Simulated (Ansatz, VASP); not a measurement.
## Two plane-wave programs on Bi

File INCAR:

```
ALGO = Fast ; EDIFF = 1E-7
ENCUT = 520 ; GGA = CA
ISIF = 2 ; ISMEAR = 0
LASPH = T ; LCHARG = F
LREAL = F ; LWAVE = F
NBANDS = 14 ; NELM = 100
PREC = Accurate ; SIGMA = 0.15
```

File KPOINTS:

```
k-points
0
Gamma
  18 18 18
```

POSCAR

```
Bi
1.0
   -1.8328232419      2.1300378217      1.9814305318
    1.8328232419     -2.1300378217      1.9814305318
    1.8328232419      2.1300378217     -1.9814305318
Bi
1
Direct
    0.0000000000      0.0000000000      0.0000000000
```

Input for Ansatz:

```yaml
crystal:
  lattice:
    - [-1.8328232419, 2.1300378217, 1.9814305318]
    - [1.8328232419, -2.1300378217, 1.9814305318]
    - [1.8328232419, 2.1300378217, -1.9814305318]
  atoms:
    - { symbol: Bi, position: [0.0, 0.0, 0.0] }
basis:
  ecutwfc: 420
kpoints:
  mp_grid: { grid: [18, 18, 18] }
hamiltonian:
  xc: lda
scf:
  occupations: { method: gaussian, width: 0.15 }
output:
  forces: true
  stress: true
  eigenvalues: true
```

Change from the starting cell: strain -0.0750 x Voigt [1, -1, 0, 0, 0, 0], atoms carried along.

Alike in both runs: task single point; functional LDA; k mesh 18 × 18 × 18; occupations gaussian, width 0.15 eV; no spin polarisation.

|  | VASP | Ansatz |
| --- | --- | --- |
| version | VASP 6.6.1 | Ansatz 0.2.0 |
| potentials or method | VASP PAW LDA potentials, release 64 (Bi_d) | scalar-relativistic, plane waves, PAW |
| plane-wave cutoff (eV) | 520 | 420 |
| valence electrons in the cell | 15 | 15 |

|  | VASP | Ansatz | Ansatz less VASP |
| --- | --- | --- | --- |
| gap on the k mesh at the Fermi level (eV) | none | none | - |
| pressure (GPa) | -2.7 | -2.8 | -0.07 |
| largest component of the traceless stress (GPa) | 1.00 | 0.99 | -0.007 |

A gap of «none» marks a metal or a gap that the smearing closes.

Caveats: spin-orbit coupling is left out, which moves the levels of the heavy elements.
